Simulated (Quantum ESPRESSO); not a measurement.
Input of a Quantum ESPRESSO 7.5 run:

File pw.in:

```
&CONTROL
  calculation = 'scf'
  prefix = 'pwscf'
  outdir = './tmp'
  pseudo_dir = './pseudo'
  tprnfor = .true.
  tstress = .true.
  disk_io = 'nowf'
/
&SYSTEM
  ibrav = 0
  nat = 3
  ntyp = 2
  ecutwfc = 75
  nbnd = 28
  occupations = 'smearing'
  smearing = 'fd'
  degauss = 0.00367493
/
&ELECTRONS
  conv_thr = 6d-10
  electron_maxstep = 120
  mixing_beta = 0.5
/
ATOMIC_SPECIES
W    183.8400 W_ONCV_PBE-1.2.upf
S     32.0600 S_ONCV_PBE-1.2.upf
CELL_PARAMETERS angstrom
   3.1835163552    0.0000000000    0.0000000000
  -1.5917581776    2.7570060369    0.0000000000
   0.0000000000    0.0000000000   16.9505778900
ATOMIC_POSITIONS crystal
W      0.0000000000    0.0000000000    0.0000000000
S      0.3333333333    0.6666666667    0.0920005100
S      0.3333333333    0.6666666667    0.9079994900
K_POINTS automatic
5 5 1 0 0 0
```

Potentials or basis: SG15 PBE 1.2.

Launch:

```sh
$ OMP_NUM_THREADS=1 mpirun -n 2 pw.x -in pw.in > pw.out
```

Task: Estimate the largest force.

Result: 0.294 eV/Å.

Task: What does it give for the band gap on the k mesh?

Result: 2.17 eV, indirect (least direct gap 2.69 eV).

Stress tensor (GPa, compression positive):
```
0.54 0.00 0.00
0.00 0.54 0.00
0.00 0.00 0.98
```

Caveat: the k mesh is coarse (spacing up to 0.46 Å⁻¹), so the values aren't converged; spin-orbit coupling is left out, which moves the levels of the heavy elements. PBE gaps usually lie below the measured ones, often by a third to a half.
